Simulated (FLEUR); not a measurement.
# NiO (Pm-3m) in FLEUR: a series of runs

One crystal, NiO, is run at these levels: r2SCAN+U; tasks: single point.

Everything below comes from runs of FLEUR MaX-R8.1 (later development tree). Logs are shortened: lines on timing, memory, paths and dates and some standing lists are left out, and cuts for length are marked.

## 1. The crystal as given

It takes space group Pm-3m (No. 221, cubic). The conventional cell has a = 2.505 Å, b = 2.505 Å, c = 2.505 Å, α = 90.00°, β = 90.00°, γ = 90.00°. Ni (site symmetry m-3m) has 8 O at 2.17 Å as nearest neighbours. O (site symmetry m-3m) has 8 Ni at 2.17 Å as nearest neighbours.

Measurements of this composition are mostly on another form, of space group No. 225.

## 2. Single point, r2SCAN+U, collinear spin, ferromagnetic start

The input, inp.xml:

```xml
<?xml version="1.0" encoding="UTF-8" standalone="no"?>
<fleurInput fleurInputVersion="0.39">
   <comment>
      NiO                                                                                                 
   </comment>
   <calculationSetup>
      <cutoffs Kmax="4.56" Gmax="14.1" GmaxXC="14.1" numbands="0"/>
      <scfLoop itmax="100" minDistance="0.001" maxIterBroyd="50" imix="Anderson" alpha="0.05" precondParam="0.0" spinf="2.0" sdNocoIR="T"/>
      <coreElectrons ctail="F" frcor="F" kcrel="0" coretail_lmax="0"/>
      <xcFunctional name="LibXC" relativisticCorrections="F">
         <LibXCName exchange="mgga_x_r2scan" correlation="mgga_c_r2scan"/>
         <AuxGGA exchange="117" correlation="130"/>
      </xcFunctional>
      <magnetism jspins="2"/>
      <soc l_soc="F" theta="0.0" phi="0.0" spav="F"/>
      <expertModes spex="0" secvar="F"/>
      <geometryOptimization l_f="F" forcealpha="1.0" forcemix="BFGS" epsdisp="0.00001" epsforce="0.00001"/>
      <ldaU l_linMix="F" mixParam="0.05" spinf="1.0"/>
   </calculationSetup>
   <cell>
      <bzIntegration valenceElectrons="24.0" mode="gauss" fermiSmearingEnergy="0.00183747">
         <kPointListSelection listName="default-1"/>
         <!-- k-points included here -->
         <xi:include xmlns:xi="http://www.w3.org/2001/XInclude" href="kpts.xml"> </xi:include>
      </bzIntegration>
      <!-- symmetry operations included here -->
      <xi:include xmlns:xi="http://www.w3.org/2001/XInclude" href="sym.xml"> </xi:include>
      <bulkLattice scale="1.0">
         <bravaisMatrix>
            <row-1>    4.7330371156609568     0.0000000000000000     0.0000000000000000</row-1>
            <row-2>    0.0000000000000000     4.7330371156609568     0.0000000000000000</row-2>
            <row-3>    0.0000000000000000     0.0000000000000000     4.7330371156609568</row-3>
         </bravaisMatrix>
      </bulkLattice>
   </cell>
   <atomSpecies>
      <species name="Nickel (Ni2.000" element="Ni" atomicNumber="28">
         <mtSphere radius="2.15" gridPoints="711" logIncrement="0.017"/>
         <atomicCutoffs lmax="9" lnonsphr="9"/>
         <electronConfig flipSpins="F">
            <coreConfig>(1s1/2) (2s1/2) (2p1/2) (2p3/2)</coreConfig>
            <valenceConfig>(3s1/2) (3p1/2) (3p3/2) (4s1/2) (3d3/2) (3d5/2)</valenceConfig>
            <stateOccupation state="(3d3/2)" spinUp="2.0" spinDown="1.2"/>
            <stateOccupation state="(3d5/2)" spinUp="3.0" spinDown="1.8"/>
         </electronConfig>
         <energyParameters s="4" p="4" d="3" f="4"/>
         <ldaU l="2" U="3" J="0.0" l_amf="F"/>
         <lo type="SCLO" l="0" n="3" eDeriv="0"/>
         <lo type="SCLO" l="1" n="3" eDeriv="0"/>
         <lo type="SCLO" l="1" n="3" eDeriv="1"/>
         <lo type="SCLO" l="3" n="4" eDeriv="2"/>
      </species>
      <species name="Oxygen (O)" element="O" atomicNumber="8">
         <mtSphere radius="1.65" gridPoints="547" logIncrement="0.02"/>
         <atomicCutoffs lmax="8" lnonsphr="8"/>
         <electronConfig flipSpins="F">
            <coreConfig>(1s1/2)</coreConfig>
            <valenceConfig>(2s1/2) (2p1/2) (2p3/2)</valenceConfig>
            <stateOccupation state="(2p1/2)" spinUp="0.666667" spinDown="0.666667"/>
            <stateOccupation state="(2p3/2)" spinUp="1.333333" spinDown="1.333333"/>
         </electronConfig>
         <energyParameters s="2" p="2" d="3" f="4"/>
         <lo type="SCLO" l="0" n="2" eDeriv="2"/>
         <lo type="SCLO" l="1" n="2" eDeriv="2"/>
         <lo type="SCLO" l="2" n="3" eDeriv="2"/>
      </species>
   </atomSpecies>
   <atomGroups>
      <atomGroup species="Nickel (Ni2.000">
         <relPos label="                   1">.0000000000 .0000000000 .0000000000</relPos>
         <force calculate="T" relaxXYZ="TTT"/>
      </atomGroup>
      <atomGroup species="Oxygen (O)">
         <relPos label="                   2">1.000/2.000 1.000/2.000 1.000/2.000</relPos>
         <force calculate="T" relaxXYZ="TTT"/>
      </atomGroup>
   </atomGroups>
   <output dos="F" band="F" slice="F">
      <checks vchk="F" cdinf="F"/>
      <bandDOS minEnergy="-.5*Htr" maxEnergy="0.5*Htr" sigma="0.015" storeEVData="T"/>
      <vacuumDOS vacdos="F" integ="F" star="F" nstars="0" locx1="0.0" locy1="0.0" locx2="0.0" locy2="0.0" nstm="0" tworkf="0.0"/>
      <unfoldingBand unfoldBand="F" supercellX="1" supercellY="1" supercellZ="1"/>
      <plotting iplot="0" polar="F">
         <plot TwoD="T" vec1="  1.0  0.0  0.0" vec2="  0.0  1.0  0.0" vec3="  0.0  0.0  1.0" zero="  0.0  0.0  0.0" file="plot"/>
      </plotting>
      <chargeDensitySlicing numkpt="0" minEigenval="0.0" maxEigenval="0.0" nnne="0" pallst="F"/>
      <specialOutput eonly="F"/>
      <moessbauerParams electricFieldGradient="T" isomerShift="T" coreHyperfine="T" valenceHyperfine="T"/>
      <magneticCircularDichroism mcd="F" energyLo="-10.0" energyUp="0.0"/>
   </output>
  <!-- We include the file relax.xml here to enable relaxations (see documentation) -->
  <xi:include xmlns:xi="http://www.w3.org/2001/XInclude" href="relax.xml"> <xi:fallback/> </xi:include>
</fleurInput>
```

The input, crystal.txt:

```
NiO
&input cartesian=F /
2.5046153800  0.0000000000  0.0000000000
0.0000000000  2.5046153800  0.0000000000
0.0000000000  0.0000000000  2.5046153800
1.8897261246
1.0 1.0 1.0

2
28 0.0000000000  0.0000000000  0.0000000000 : 2.000
8 0.5000000000  0.5000000000  0.5000000000

&kpt div1=7 div2=7 div3=7 gamma=T /
```

Potentials or basis: all-electron, FLAPW.

Run with:

```sh
$ inpgen -f crystal.txt -profile fastHighL -nosym
$ # inp.xml edited to the form shown
$ fleur_MPI
```

What it wrote:

```text
Welcome to FLEUR        (www.flapw.de)
      MaX-Release 8.1          (www.max-centre.eu)
 func_ids         498         497         498         497
 MetaGGA potential functional detected - V_tau will be computed
 Auxiliary Potential for radial basis: exchange=         117  correlation=         130
The functional 'Re-regularized SCAN exchange by Furness et al' is an exchange functional, it belongs to the 'MGGA' family and is defined in the reference(s):
[1] J. W. Furness, A. D. Kaplan, J. Ning, J. P. Perdew, and J. Sun.,  J. Phys. Chem. Lett. 11, 8208-8215 (2020)
[2] J. W. Furness, A. D. Kaplan, J. Ning, J. P. Perdew, and J. Sun.,  J. Phys. Chem. Lett. 11, 9248-9248 (2020)
The functional 'Re-regularized SCAN correlation by Furness et al' is a correlation functional, it belongs to the 'MGGA' family and is defined in the reference(s):
[1] J. W. Furness, A. D. Kaplan, J. Ning, J. P. Perdew, and J. Sun.,  J. Phys. Chem. Lett. 11, 8208-8215 (2020)
[2] J. W. Furness, A. D. Kaplan, J. Ning, J. P. Perdew, and J. Sun.,  J. Phys. Chem. Lett. 11, 9248-9248 (2020)
 Using same functional for VXC and EXC

 ========== k-point set info ==========
 Selected k-point list: default-1
 k-point list type: mesh
 7 x 7 x 7
 Number of k points: 343

 ------------Calculation Setup---------------------------
 Number of MPI-tasks      :            1
 Number of PE/node        :            1
 Number of OMP-threads    :            1
 Most efficient MPI parallelization for:
           1           7          49         343
 Additional eigenvalue parallelization possible
 Number of basis functions:          231
 Approximate size of matrices (H+S) per k-point:         0.002 GB
 --------------------------------------------------------
The functional 'Hammer, Hansen, and Norskov' is an exchange functional, it belongs to the 'GGA' family and is defined in the reference(s):
[1] B. Hammer, L. B. Hansen, and J. K. Nørskov.,  Phys. Rev. B 59, 7413 (1999)
The functional 'Perdew, Burke & Ernzerhof' is a correlation functional, it belongs to the 'GGA' family and is defined in the reference(s):
[1] J. P. Perdew, K. Burke, and M. Ernzerhof.,  Phys. Rev. Lett. 77, 3865 (1996)
[2] J. P. Perdew, K. Burke, and M. Ernzerhof.,  Phys. Rev. Lett. 78, 1396 (1997)
 Using same functional for VXC and EXC
 Using auxiliary GGA potential for the first iteration of MetaGGA calculation.
 Complex matrix made real
 Reset of history
 Reset of history
 Iteration:     1   Distance:      38.76220202 me/bohr^3
The functional 'Hammer, Hansen, and Norskov' is an exchange functional, it belongs to the 'GGA' family and is defined in the reference(s):
[1] B. Hammer, L. B. Hansen, and J. K. Nørskov.,  Phys. Rev. B 59, 7413 (1999)
The functional 'Perdew, Burke & Ernzerhof' is a correlation functional, it belongs to the 'GGA' family and is defined in the reference(s):
[1] J. P. Perdew, K. Burke, and M. Ernzerhof.,  Phys. Rev. Lett. 77, 3865 (1996)
[2] J. P. Perdew, K. Burke, and M. Ernzerhof.,  Phys. Rev. Lett. 78, 1396 (1997)
 Using same functional for VXC and EXC
 Iteration:     2   Distance:      35.27760229 me/bohr^3
The functional 'Hammer, Hansen, and Norskov' is an exchange functional, it belongs to the 'GGA' family and is defined in the reference(s):
[1] B. Hammer, L. B. Hansen, and J. K. Nørskov.,  Phys. Rev. B 59, 7413 (1999)
The functional 'Perdew, Burke & Ernzerhof' is a correlation functional, it belongs to the 'GGA' family and is defined in the reference(s):
[1] J. P. Perdew, K. Burke, and M. Ernzerhof.,  Phys. Rev. Lett. 77, 3865 (1996)
[2] J. P. Perdew, K. Burke, and M. Ernzerhof.,  Phys. Rev. Lett. 78, 1396 (1997)
 Using same functional for VXC and EXC
 Iteration:     3   Distance:      32.19174781 me/bohr^3
The functional 'Hammer, Hansen, and Norskov' is an exchange functional, it belongs to the 'GGA' family and is defined in the reference(s):
[1] B. Hammer, L. B. Hansen, and J. K. Nørskov.,  Phys. Rev. B 59, 7413 (1999)
The functional 'Perdew, Burke & Ernzerhof' is a correlation functional, it belongs to the 'GGA' family and is defined in the reference(s):
[1] J. P. Perdew, K. Burke, and M. Ernzerhof.,  Phys. Rev. Lett. 77, 3865 (1996)
[2] J. P. Perdew, K. Burke, and M. Ernzerhof.,  Phys. Rev. Lett. 78, 1396 (1997)
 Using same functional for VXC and EXC
 Iteration:     4   Distance:      23.43615418 me/bohr^3
The functional 'Hammer, Hansen, and Norskov' is an exchange functional, it belongs to the 'GGA' family and is defined in the reference(s):
[1] B. Hammer, L. B. Hansen, and J. K. Nørskov.,  Phys. Rev. B 59, 7413 (1999)
The functional 'Perdew, Burke & Ernzerhof' is a correlation functional, it belongs to the 'GGA' family and is defined in the reference(s):
[1] J. P. Perdew, K. Burke, and M. Ernzerhof.,  Phys. Rev. Lett. 77, 3865 (1996)
[2] J. P. Perdew, K. Burke, and M. Ernzerhof.,  Phys. Rev. Lett. 78, 1396 (1997)
 Using same functional for VXC and EXC
 Iteration:     5   Distance:      23.19869516 me/bohr^3
The functional 'Hammer, Hansen, and Norskov' is an exchange functional, it belongs to the 'GGA' family and is defined in the reference(s):
[1] B. Hammer, L. B. Hansen, and J. K. Nørskov.,  Phys. Rev. B 59, 7413 (1999)
The functional 'Perdew, Burke & Ernzerhof' is a correlation functional, it belongs to the 'GGA' family and is defined in the reference(s):
[1] J. P. Perdew, K. Burke, and M. Ernzerhof.,  Phys. Rev. Lett. 77, 3865 (1996)
[2] J. P. Perdew, K. Burke, and M. Ernzerhof.,  Phys. Rev. Lett. 78, 1396 (1997)
 Using same functional for VXC and EXC
 Iteration:     6   Distance:      16.08061402 me/bohr^3
The functional 'Hammer, Hansen, and Norskov' is an exchange functional, it belongs to the 'GGA' family and is defined in the reference(s):
[1] B. Hammer, L. B. Hansen, and J. K. Nørskov.,  Phys. Rev. B 59, 7413 (1999)
The functional 'Perdew, Burke & Ernzerhof' is a correlation functional, it belongs to the 'GGA' family and is defined in the reference(s):
[1] J. P. Perdew, K. Burke, and M. Ernzerhof.,  Phys. Rev. Lett. 77, 3865 (1996)
[2] J. P. Perdew, K. Burke, and M. Ernzerhof.,  Phys. Rev. Lett. 78, 1396 (1997)
 Using same functional for VXC and EXC
[... 173 lines left out ...]
[2] J. P. Perdew, K. Burke, and M. Ernzerhof.,  Phys. Rev. Lett. 78, 1396 (1997)
 Using same functional for VXC and EXC
 Iteration:    32   Distance:       0.00205369 me/bohr^3
The functional 'Hammer, Hansen, and Norskov' is an exchange functional, it belongs to the 'GGA' family and is defined in the reference(s):
[1] B. Hammer, L. B. Hansen, and J. K. Nørskov.,  Phys. Rev. B 59, 7413 (1999)
The functional 'Perdew, Burke & Ernzerhof' is a correlation functional, it belongs to the 'GGA' family and is defined in the reference(s):
[1] J. P. Perdew, K. Burke, and M. Ernzerhof.,  Phys. Rev. Lett. 77, 3865 (1996)
[2] J. P. Perdew, K. Burke, and M. Ernzerhof.,  Phys. Rev. Lett. 78, 1396 (1997)
 Using same functional for VXC and EXC
 Iteration:    33   Distance:       0.00204134 me/bohr^3
The functional 'Hammer, Hansen, and Norskov' is an exchange functional, it belongs to the 'GGA' family and is defined in the reference(s):
[1] B. Hammer, L. B. Hansen, and J. K. Nørskov.,  Phys. Rev. B 59, 7413 (1999)
The functional 'Perdew, Burke & Ernzerhof' is a correlation functional, it belongs to the 'GGA' family and is defined in the reference(s):
[1] J. P. Perdew, K. Burke, and M. Ernzerhof.,  Phys. Rev. Lett. 77, 3865 (1996)
[2] J. P. Perdew, K. Burke, and M. Ernzerhof.,  Phys. Rev. Lett. 78, 1396 (1997)
 Using same functional for VXC and EXC
 Iteration:    34   Distance:       0.00235026 me/bohr^3
The functional 'Hammer, Hansen, and Norskov' is an exchange functional, it belongs to the 'GGA' family and is defined in the reference(s):
[1] B. Hammer, L. B. Hansen, and J. K. Nørskov.,  Phys. Rev. B 59, 7413 (1999)
The functional 'Perdew, Burke & Ernzerhof' is a correlation functional, it belongs to the 'GGA' family and is defined in the reference(s):
[1] J. P. Perdew, K. Burke, and M. Ernzerhof.,  Phys. Rev. Lett. 77, 3865 (1996)
[2] J. P. Perdew, K. Burke, and M. Ernzerhof.,  Phys. Rev. Lett. 78, 1396 (1997)
 Using same functional for VXC and EXC
 Iteration:    35   Distance:       0.00250226 me/bohr^3
The functional 'Hammer, Hansen, and Norskov' is an exchange functional, it belongs to the 'GGA' family and is defined in the reference(s):
[1] B. Hammer, L. B. Hansen, and J. K. Nørskov.,  Phys. Rev. B 59, 7413 (1999)
The functional 'Perdew, Burke & Ernzerhof' is a correlation functional, it belongs to the 'GGA' family and is defined in the reference(s):
[1] J. P. Perdew, K. Burke, and M. Ernzerhof.,  Phys. Rev. Lett. 77, 3865 (1996)
[2] J. P. Perdew, K. Burke, and M. Ernzerhof.,  Phys. Rev. Lett. 78, 1396 (1997)
 Using same functional for VXC and EXC
 Iteration:    36   Distance:       0.00057363 me/bohr^3

 ********************************************************************
 Run finished successfully
 Stop message:
   all done
 ********************************************************************
```

Wall time 18 min (1 thread of Arm Neoverse V1, shared host); peak memory 0.9 GiB.

Results:

```yaml
Free_energy: -43433.5387 eV
Net_moment: 2.00 μB per cell
Site_moments: Ni +1.61; O +0.40 μB
Valence_electrons_inside_the_program's_atomic_spheres: Ni 16.59; O 5.35 (radii Ni 2.15, O 1.65 bohr)
```

Levels at points of the mesh, in eV from the Fermi level:
Spin up:
```csv
k point,band 10,band 11,band 12,band 13,band 14,band 15,band 16,band 17
"(0.00, 0.00, 0.00)",-4.26,-3.18,-3.14,-3.14,1.91,17.34,17.40,22.80
```
Spin down:
| k point | band 7 | band 8 | band 9 | band 10 | band 11 | band 12 | band 13 | band 14 | band 15 | band 16 |
| --- | --- | --- | --- | --- | --- | --- | --- | --- | --- | --- |
| (0.00, 0.00, 0.00) | -4.65 | -2.28 | -2.24 | -2.24 | -1.32 | 0.30 | 1.62 | 2.55 | 17.62 | 17.74 |

Eigenvalues of the final occupation matrices:
```
       site  spin  trace               eigenvalues
atom type 1     1   4.83  0.94 0.95 0.98 0.98 0.98
atom type 1     2   3.21  0.14 0.33 0.88 0.93 0.94
```

Core levels (eV from the Fermi level):
```
atom                                                   levels
1 Ni  1s1/2 -8203.7, 2s1/2 -974.3, 2p1/2 -848.5, 2p3/2 -831.0
 2 O                                             1s1/2 -506.2
```

Caveat: with Gaussian smearing the program prints no entropy term, so the energy of a metal isn't a free energy; the meta-GGA is that of a development version, with a GGA for the radial functions and cores and without core tails; the magnetic or orbital state may not be the lowest; a cell with one magnetic atom can't hold antiferromagnetic order, which such compounds often take.

(Part 1 of 2 ends here.)
